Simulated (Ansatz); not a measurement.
# Al (Fm-3m) in Ansatz: further runs

Runs on Al. Level: m-r2SCAN. Tasks: single point, equation of state.

All numbers are computed with Ansatz 0.2.0; they aren't measurements. Logs are shortened: lines on timing, memory, paths and dates and some standing lists are left out, and cuts for length are marked.

**The experiment to reproduce.**

From “The interpretation of polycrystalline coherent inelastic neutron scattering from aluminium”, 2013, pmc:3831299, for a bulk crystal of Al: bulk modulus 76.9 GPa.

The runs below are set against these values where they give the same quantity.

### 1 The structure

The structure is cubic, space group Fm-3m (No. 225). The conventional cell has a = 4.050 Å, b = 4.050 Å, c = 4.050 Å, α = 90.00°, β = 90.00°, γ = 90.00°. Al (site symmetry m-3m) is surrounded by 12 Al at 2.86 Å.

### 2 Single point, m-r2SCAN, 15.61 Å³/atom (volume scaled by 0.94)

The input, input.yaml:

```yaml
crystal:
  lattice:
    - [0.0, 1.9834708509, 1.9834708509]
    - [1.9834708509, 0.0, 1.9834708509]
    - [1.9834708509, 1.9834708509, 0.0]
  atoms:
    - { symbol: Al, position: [0.0, 0.0, 0.0] }
hamiltonian:
  xc: mr2scan
  pseudopotentials: { kind: paw }
kpoints:
  mp_grid: { grid: [11, 11, 11] }
scf:
  occupations: { method: fermi_dirac, width: 0.05 }
output:
  forces: true
  stress: true
  eigenvalues: true
```

Potentials or basis: Ansatz PAW.

The run is started by

```
ansatz run input.yaml --threads 2 --pin off --max-ram 5120MiB --backend cpu --events-out ev --progress --plain --runs-dir out
```

The program printed:

```text
Warning: RAYON_NUM_THREADS=2 ignored (pool sized by the plan → 2); use --threads N
Engine: ansatz 0.2.0, aarch64-unknown-linux-gnu
Pseudopotentials: kind: paw
Pseudopotential: Al, paw, valence charge 3, recommended cutoff 500 eV (meta_gga), Al.paw.azcp
Functional definition: m-r2SCAN
  exchange = m_r2scan_x
  correlation = m_r2scan_c
Crystal: 1 atoms, lattice volume = 15.607 Å³
Basis set: ecut = 500 eV, 411 PW (Γ), exchange–correlation on 96×96×96 points (64 copies of the dense FFT grid, shifted against one another)
Bands: 6, of which v1, the nominal top of the filled ones, is band 2 counted from 1 (1 counted from 0)
Symmetry: 48 space group operations
Space group: Fm-3m (ITA 225), of the structure as read, at distance tolerance 2.5e-5 Å
k-points: 56 of 1331
Non-local potential: Al, projectors of the file, l = 0: 2, l = 1: 2, l = 2: 1
PAW form: soft (Blöchl's): semilocal exchange-correlation on the pseudo side does not see the compensation charge
PAW frozen core: Al, regenerated for the run's functional (the file was generated under x = pbe(κ = 0.804, μ = 0.2195149727645171), c = pbe(β = 0.06672455060314922))
PAW one-centre angular grid: Al, 302 points (default); XC on 160 Gauss nodes
Initial density: superposition of atomic densities (neutral atoms: chi_scale 0, normalization atom), corrected by the library's trained network
Initial wavefunctions: pseudopotential atomic-orbital guess
Functional: x = mr2scan, c = mr2scan; τ floored in thin density (d = 2e-4 eV/Å³)
SCF iter   1: F=—  HF=-540.409625 eV  |F-HF|=—  |Δ(HF+E_count)|=         —  Δρ=3.12e-3  dr2=1.68e-3  dr2_τ=5.29e-3  ethr=1.77e-3  ⟨swp⟩=5.0  Hψ=2967  notcnv=0
preconditioner: auto → none  [metal: Δε(μ)=0.080 eV  Ē_g=14.623 eV  σ=0.050 eV  W_gap=0.38  n_scr=0 (ndim 8)  ℏωp=16.3 eV  f_vac=0.000  D(μ)=0.47/eV (n_scr^D=0)]
SCF iter   2: F=—  HF=-540.416729 eV  |F-HF|=—  |Δ(HF+E_count)|=   7.10e-3  Δρ=2.25e-3  dr2=8.64e-4  dr2_τ=2.32e-6  ethr=5.60e-5  ⟨swp⟩=2.1  Hψ=1099  notcnv=0  defer=24
SCF iter   3: F=—  HF=-540.416657 eV  |F-HF|=—  |Δ(HF+E_count)|=   7.25e-5  Δρ=1.26e-3  dr2=2.58e-4  dr2_τ=7.60e-7  ethr=2.88e-5  ⟨swp⟩=1.2  Hψ=321  notcnv=0  defer=24
SCF iter   4: F=—  HF=-540.416636 eV  |F-HF|=—  |Δ(HF+E_count)|=   2.06e-5  Δρ=4.55e-4  dr2=3.28e-5  dr2_τ=4.30e-8  ethr=8.61e-6  ⟨swp⟩=1.0  Hψ=312  notcnv=0  defer=24
SCF iter   5: F=—  HF=-540.416635 eV  |F-HF|=—  |Δ(HF+E_count)|=   1.20e-6  Δρ=9.51e-5  dr2=1.41e-6  dr2_τ=1.73e-9  ethr=1.09e-6  ⟨swp⟩=1.0  Hψ=312  notcnv=0  defer=24
SCF iter   6: F=-540.416635 eV  HF=-540.416635 eV  |F-HF|=7.06e-10  |Δ(HF+E_count)|=   1.24e-8  Δρ=1.17e-5  dr2=2.16e-8  dr2_τ=2.99e-11  ethr=3.33e-9  ⟨swp⟩=4.6  Hψ=1428  notcnv=0
SCF 1 converged in 6 iterations: F = -540.416635 eV  dr2 = 2.16e-8
SCF converged after 6 iterations
Free energy (F): -540.416635 eV
Harris-Foulkes:  -540.416635 eV  (|F-HF|=7.06e-10)
Internal energy: -540.413046 eV  (E = F + TS)
E sigma→0 (E₀):  -540.414841 eV
Entropy (-TS):   -0.003589 eV (-3.589 meV/atom)
Fermi energy:    8.562232 eV
--- Per-component energies (eV) ---
  E_band       = 11.054859
  E_kinetic    = 23.837512
  E_local      = 11.101477  (includes V_loc(G=0)·N_el)
  E_nonlocal   = 9.688347
  E_hartree    = 0.129899
  E_xc         = -37.060895
  E_vxc        = -31.612179  (∫ρ·V_xc dr)
  E_paw        = -473.157391  (= ΣΔE_a)
  E_vpaw       = -3.451832  (= ΣTr[D̂ρ^β])
  E_aug_tail   = -0.000001  (compensation charges beyond the density's cutoff)
  E_vtau       = 1.231738  (kinetic-family band-sum trace: ∫τ·v_τ [+ j·A + Jᵃ·Aᵃ] dr)
  E_ewald      = -74.891887
  E_core_change = -0.060108  (= ΣΔE_core)
  E_smearing   = -0.003589  (= −TS)
  E_closure    = -0.000000  (closes the sum)
  Σ components = -540.416635   (vs F -540.416635, Δ=0.00e0)
--- Forces (eV/Å), atoms counted from 1 ---
  atom   1  Al    -0.00000000    -0.00000000     0.00000000
  max |Σ_I F_I| component: 1.93e-34 eV/Å
--- Stress (GPa, compression-positive) ---
        2.075284       0.000000       0.000000
       -0.000000       2.075284      -0.000000
        0.000000       0.000000       2.075284
  P = ⅓ Tr σ = 2.0753 GPa (20.753 kbar)
--- Band table (eV; the first three rows and the last of 56) ---
  k-point 0: bands = ["-3.6748", "22.1630", "22.1630", "22.1630", "24.5868", "24.5868"]
  k-point 1: bands = ["-3.4277", "19.1619", "21.6439", "21.6439", "25.0004", "25.4940"]
  k-point 2: bands = ["-2.6890", "15.1874", "20.9385", "20.9385", "24.6446", "26.2152"]
  k-point 55: bands = ["6.9382", "7.2236", "8.9008", "11.2960", "23.8853", "27.1337"]
```

Run time: 1.3 s. Hardware: 2 threads of Arm Neoverse N1, shared host; peak memory 0.3 GiB.

Results:

| Item | Value |
| --- | --- |
| Free energy | -540.4166 eV |
| Pressure | 2.1 GPa |
| Band gap on the k mesh | none (metal or under the smearing width) |

Caveat: the PAW data sets come from PBE, with cores solved anew for the run's functional, which leaves a small shift of forces and pressure.

### 3 Single point, m-r2SCAN, 15.94 Å³/atom (volume scaled by 0.96)

The input, input.yaml:

```yaml
crystal:
  lattice:
    - [0.0, 1.9974394157, 1.9974394157]
    - [1.9974394157, 0.0, 1.9974394157]
    - [1.9974394157, 1.9974394157, 0.0]
  atoms:
    - { symbol: Al, position: [0.0, 0.0, 0.0] }
hamiltonian:
  xc: mr2scan
  pseudopotentials: { kind: paw }
kpoints:
  mp_grid: { grid: [11, 11, 11] }
scf:
  occupations: { method: fermi_dirac, width: 0.05 }
output:
  forces: true
  stress: true
  eigenvalues: true
  write_density: true
  write_potential: true
  elf: true
  volumetric_format: npy
```

Potentials or basis: Ansatz PAW.

The run is started by

```
ansatz run input.yaml --threads 2 --pin off --max-ram 5120MiB --backend cpu --events-out ev --progress --plain --runs-dir out
```

It took 1.5 s on 2 threads of Arm Neoverse N1, shared host; peak memory 0.3 GiB.

It converged, with:

| Property | Result |
| --- | --- |
| Free energy | -540.4188 eV |
| Pressure | 0.1 GPa |
| Band gap on the k mesh | none (metal or under the smearing width) |

Caveat: the PAW data sets come from PBE, with cores solved anew for the run's functional, which leaves a small shift of forces and pressure.

### 4 Single point, m-r2SCAN, 16.27 Å³/atom (volume scaled by 0.98)

The input, input.yaml:

```yaml
crystal:
  lattice:
    - [0.0, 2.0112152952, 2.0112152952]
    - [2.0112152952, 0.0, 2.0112152952]
    - [2.0112152952, 2.0112152952, 0.0]
  atoms:
    - { symbol: Al, position: [0.0, 0.0, 0.0] }
hamiltonian:
  xc: mr2scan
  pseudopotentials: { kind: paw }
kpoints:
  mp_grid: { grid: [11, 11, 11] }
scf:
  occupations: { method: fermi_dirac, width: 0.05 }
output:
  forces: true
  stress: true
  eigenvalues: true
```

The run is started by

```
ansatz run input.yaml --threads 2 --pin off --max-ram 5120MiB --backend cpu --events-out ev --progress --plain --runs-dir out
```

Wall time 1.2 s (2 threads of Arm Neoverse N1, shared host); peak memory 0.3 GiB.

The run converged. Its results:

```
Free energy            : -540.4171 eV
Pressure               : -1.7 GPa
Band gap on the k mesh : none (metal or under the smearing width)
```

Caveat: the PAW data sets come from PBE, with cores solved anew for the run's functional, which leaves a small shift of forces and pressure.

### 5 Single point, m-r2SCAN, 16.60 Å³/atom

Edit input.yaml of step 4 so:

```diff
@@ -2,5 +2,5 @@
   lattice:
-    - [0.0, 2.0112152952, 2.0112152952]
-    - [2.0112152952, 0.0, 2.0112152952]
-    - [2.0112152952, 2.0112152952, 0.0]
+    - [0.0, 2.024805, 2.024805]
+    - [2.024805, 0.0, 2.024805]
+    - [2.024805, 2.024805, 0.0]
   atoms:
```

The run is started by

```
ansatz run input.yaml --threads 2 --pin off --max-ram 5120MiB --backend cpu --events-out ev --progress --plain --runs-dir out
```

Wall time 1.3 s (2 threads of Arm Neoverse N1, shared host); peak memory 0.3 GiB.

Results (log left out):

| Property | Result |
| --- | --- |
| Free energy | -540.4118 eV |
| Pressure | -3.4 GPa |
| Band gap on the k mesh | none (metal or under the smearing width) |

Caveat: the PAW data sets come from PBE, with cores solved anew for the run's functional, which leaves a small shift of forces and pressure.

### 6 Single point, m-r2SCAN, 16.93 Å³/atom (volume scaled by 1.02)

Edit input.yaml of step 5 so:

```diff
@@ -2,5 +2,5 @@
   lattice:
-    - [0.0, 2.024805, 2.024805]
-    - [2.024805, 0.0, 2.024805]
-    - [2.024805, 2.024805, 0.0]
+    - [0.0, 2.0382146954, 2.0382146954]
+    - [2.0382146954, 0.0, 2.0382146954]
+    - [2.0382146954, 2.0382146954, 0.0]
   atoms:
@@ -18 +18,5 @@
   eigenvalues: true
+  write_density: true
+  write_potential: true
+  elf: true
+  volumetric_format: npy
```

Potentials or basis: Ansatz PAW.

The run is started by

```
ansatz run input.yaml --threads 2 --pin off --max-ram 5120MiB --backend cpu --events-out ev --progress --plain --runs-dir out
```

Wall time 1.5 s (2 threads of Arm Neoverse N1, shared host); peak memory 0.3 GiB.

Results (log left out):

- Free energy: -540.4033 eV
- Pressure: -4.8 GPa
- Band gap on the k mesh: none (metal or under the smearing width)

Caveat: the PAW data sets come from PBE, with cores solved anew for the run's functional, which leaves a small shift of forces and pressure.

### 7 Single point, m-r2SCAN, 17.27 Å³/atom (volume scaled by 1.04)

The input, input.yaml:

```yaml
crystal:
  lattice:
    - [0.0, 2.0514502267, 2.0514502267]
    - [2.0514502267, 0.0, 2.0514502267]
    - [2.0514502267, 2.0514502267, 0.0]
  atoms:
    - { symbol: Al, position: [0.0, 0.0, 0.0] }
hamiltonian:
  xc: mr2scan
  pseudopotentials: { kind: paw }
kpoints:
  mp_grid: { grid: [11, 11, 11] }
scf:
  occupations: { method: fermi_dirac, width: 0.05 }
output:
  forces: true
  stress: true
  eigenvalues: true
```

The run is started by

```
ansatz run input.yaml --threads 2 --pin off --max-ram 5120MiB --backend cpu --events-out ev --progress --plain --runs-dir out
```

Wall time 1.3 s (2 threads of Arm Neoverse N1, shared host); peak memory 0.3 GiB.

Results (log left out):

| Item | Value |
| --- | --- |
| Free energy | -540.3920 eV |
| Pressure | -6.1 GPa |
| Band gap on the k mesh | none (metal or under the smearing width) |

Caveat: the PAW data sets come from PBE, with cores solved anew for the run's functional, which leaves a small shift of forces and pressure.

### 8 Single point, m-r2SCAN, 17.60 Å³/atom (volume scaled by 1.06)

Edit input.yaml of step 7 so:

```diff
@@ -2,5 +2,5 @@
   lattice:
-    - [0.0, 2.0514502267, 2.0514502267]
-    - [2.0514502267, 0.0, 2.0514502267]
-    - [2.0514502267, 2.0514502267, 0.0]
+    - [0.0, 2.0645171409, 2.0645171409]
+    - [2.0645171409, 0.0, 2.0645171409]
+    - [2.0645171409, 2.0645171409, 0.0]
   atoms:
```

The run is started by

```
ansatz run input.yaml --threads 2 --pin off --max-ram 5120MiB --backend cpu --events-out ev --progress --plain --runs-dir out
```

Run time: 1.3 s. Hardware: 2 threads of Arm Neoverse N1, shared host; peak memory 0.3 GiB.

The run converged. Its results:

```
Free energy            : -540.3781 eV
Pressure               : -7.3 GPa
Band gap on the k mesh : none (metal or under the smearing width)
```

Caveat: the PAW data sets come from PBE, with cores solved anew for the run's functional, which leaves a small shift of forces and pressure.

### 9 Equation of state, m-r2SCAN

Potentials or basis: Ansatz PAW.

No new run: the results of the series are fitted here.

Results:

```
Equilibrium volume                      : 15.95 Å³/atom
Bulk modulus                            : 91 GPa
Pressure derivative of the bulk modulus : 4.3
```

Energy against volume, from the lowest point:
```
volume (Å³/atom)  energy (meV/atom)
          15.607               2.18
          15.939               0.00
          16.271               1.76
          16.603               7.06
          16.935              15.53
          17.267              26.85
          17.599              40.71
```

Caveat: the PAW data sets were made with another functional, which shifts forces and pressure a little.

### 10 How close it comes

Step 9. Against the measured bulk modulus of Al, 76.9 GPa (quoted in “The interpretation of polycrystalline coherent inelastic neutron scattering from aluminium”, 2013, pmc:3831299), the calculated 91 GPa is off by +18.4 %. The fit is for a static lattice scaled at fixed shape and fixed fractional positions. The cell as given is a measured one (16.60 Å³/atom); m-r2SCAN puts the equilibrium volume -3.9 % from it, thermal expansion not counted.
